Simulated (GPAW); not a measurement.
Here is a GPAW 26.7.0 calculation.

The input run.py:

```python
import numpy as np
from ase import Atoms
from ase.dft.bandgap import bandgap
from ase.io import write
from ase.units import GPa
from gpaw import GPAW, PW
from gpaw.spinorbit import soc_eigenstates

atoms = Atoms(['Te', 'Sn'],
              cell=[[0.0, 3.15085, 3.15085],
                    [3.15085, 0.0, 3.15085],
                    [3.15085, 3.15085, 0.0]],
              scaled_positions=[[0.5, 0.5, 0.5],
                                [0.0, 0.0, 0.0]],
              pbc=True)

calc = GPAW(mode=PW(600),
            xc='MGGA_X_TASK+LDA_C_PW',
            kpts={'size': (6, 6, 6), 'gamma': True},
            occupations={'name': 'fermi-dirac', 'width': 0.05},
            nbands=19,
            convergence={'density': 1e-05, 'energy': 1e-05},
            maxiter=150,
            txt='gpaw.txt')
atoms.calc = calc
energy = atoms.get_potential_energy()
forces = atoms.get_forces()
stress = atoms.get_stress()
calc.write('gs.gpw')
write('result.traj', atoms)
print(f'Energy: {energy:.6f} eV')
print('Forces (eV/A):')
print(forces.round(4))
print('Stress (GPa):', (stress / GPa).round(3))
print('Fermi level:', round(calc.get_fermi_level(), 4), 'eV')
print(f'Gap: {bandgap(calc)[0]:.4f} eV, direct: {bandgap(calc, direct=True)[0]:.4f} eV')

path = atoms.cell.bandpath('GXWKGLUWLK,UX', npoints=60, eps=1e-4)
bs_calc = calc.fixed_density(kpts=path, symmetry='off', nbands=32,
                             convergence={'bands': 'CBM+6.0', 'eigenstates': 1e-6}, txt='bands.txt')
bs = bs_calc.band_structure()
bs.write('bs.json')
print(f'Gap on the path: {bandgap(bs_calc)[0]:.4f} eV')

soc = soc_eigenstates(bs_calc, theta=54.7, phi=45, ignore_xc_potential=True)
np.savetxt('soc_bands.dat', soc.eigenvalues(), fmt='%.4f')
mesh = soc_eigenstates('gs.gpw', theta=54.7, phi=45, ignore_xc_potential=True)
np.savetxt('soc_mesh.dat', mesh.eigenvalues(), fmt='%.4f')
print('Fermi level with spin-orbit coupling:', round(mesh.fermi_level, 4), 'eV')
```

Potentials or basis: GPAW PAW data sets (gpaw-data 1.2.1), pw.

The run is started by

```bash
$ OMP_NUM_THREADS=1 python run.py
```

**Question.** What does it give for the band gap along the path?

**Answer.** 0.06 eV, direct.

**Question.** Estimate the pressure.

**Answer.** 6.5 GPa.

Levels at the corners of the path, in eV from the valence-band top:
```tsv
point	band 17	band 18	band 19	band 20	band 21	band 22	band 23	band 24
Γ	-2.52	-2.52	-2.51	-2.51	3.05	3.05	4.02	4.02
X	-4.79	-4.79	-4.29	-4.29	2.88	2.88	5.07	5.07
W	-5.57	-5.57	-1.25	-1.25	0.97	0.97	5.34	5.34
K	-4.04	-4.04	-3.15	-3.15	3.11	3.11	3.74	3.74
Γ	-2.52	-2.52	-2.51	-2.51	3.05	3.05	4.02	4.02
L	-2.13	-2.13	0.00	0.00	0.06	0.06	0.53	0.53
U	-4.04	-4.04	-3.15	-3.15	3.11	3.11	3.74	3.74
W	-5.57	-5.57	-1.25	-1.25	0.97	0.97	5.34	5.34
L	-2.13	-2.13	0.00	0.00	0.06	0.06	0.53	0.53
K	-4.04	-4.04	-3.15	-3.15	3.11	3.11	3.74	3.74
U	-4.04	-4.04	-3.15	-3.15	3.11	3.11	3.74	3.74
X	-4.79	-4.79	-4.29	-4.29	2.88	2.88	5.07	5.07
```

Caveat: spin-orbit coupling was added after a scalar SCF, so levels and gaps hold it while energy, forces, pressure and moments don't; this program's spin-orbit splittings come out too wide for heavy elements; the PAW data sets were made with another functional, which shifts forces and pressure a little.

**What was measured.**

A printed reference work, textbook reports, for a bulk crystal of SnTe at 300 K: band gap 0.18 eV (direct).

A measured gap of SnTe is 0.18 eV (direct; 300 K; a printed reference work, textbook); the calculated 0.06 eV misses it by -0.12 eV. The value is that of TASK, without temperature or zero-point motion.
